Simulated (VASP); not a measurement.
Mg, 1 atom in the cell. Symmetry: I4/mmm, No. 139, tetragonal system. The conventional cell has a = 3.671 Å, b = 3.671 Å, c = 3.410 Å, α = 90.00°, β = 90.00°, γ = 90.00°. Around Mg (site symmetry 4/mmm) lie 10 Mg at 3.11 to 3.41 Å. This isn't the form of Mg at room conditions, which is hcp.

```yaml
Program: VASP 6.6.1
Task: single point
Functional: PBE
Potentials_or_basis: VASP PAW PBE potentials, release 64 (Mg)
Cutoff: 520 eV
k_mesh: 16 × 16 × 16
Occupations: gaussian, width 0.1 eV
Spin: no spin polarisation
Dipole_correction: no
Further_INCAR_settings: ALGO = Fast; EDIFF = 1e-06; NBANDS = 7
```

Potentials or basis: VASP PAW PBE potentials, release 64 (Mg).

Command:

```console
$ cat potpaw_PBE.64/Mg/POTCAR > POTCAR
$ mpirun -np 1 vasp_std > vasp.out
```

Hardware: 1 thread of AMD EPYC 9R45 96-Core Processor (Zen 5), on a shared host.

How long does it take, and how much memory?

Wall time 18 s on 1 thread of AMD EPYC 9R45 96-Core Processor (Zen 5) (shared host), peak memory 0.15 GiB. Counts: scf iterations 9, k points 349.
